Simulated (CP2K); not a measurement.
# Sr in CP2K: the effect of functional

Sr:

```
Sr
1.0
     4.30253    0.00000    0.00000
     2.15127    3.72610    0.00000
     2.15127    1.24203    3.51300
Sr
1
Direct
  0.00000 0.00000 0.00000
```

Alike in all runs:

| Quantity | Value |
| --- | --- |
| Program | CP2K 2026.2 |
| Task | band structure |
| Potentials or basis | POTENTIAL_UZH Sr GTH-PBE-q10; TZVP-MOLOPT-PBE-GTH basis |
| Density cutoff | 12245 eV |
| k mesh | 8 × 8 × 8 |
| Occupations | fermi-dirac, width 0.05 eV |
| Spin | no spin polarisation |

| functional | pressure (GPa) |
| --- | --- |
| PBE | -0.3 |
| LDA | -1.5 |
| PBEsol | -0.9 |
| rev-vdW-DF2 | -0.7 |
| AM05 | -0.6 |
| RPBE | ? |
| HLE17 | -2.1 |

Task: What does the run with functional RPBE give?

Result: Pressure 0.3 GPa.

Caveats: the basis of atomic orbitals isn't converged, which shifts pressures, moduli and gaps; the potentials were made for another functional, which shifts forces and pressure (some runs); the potentials were made for a functional far from this one (some runs).
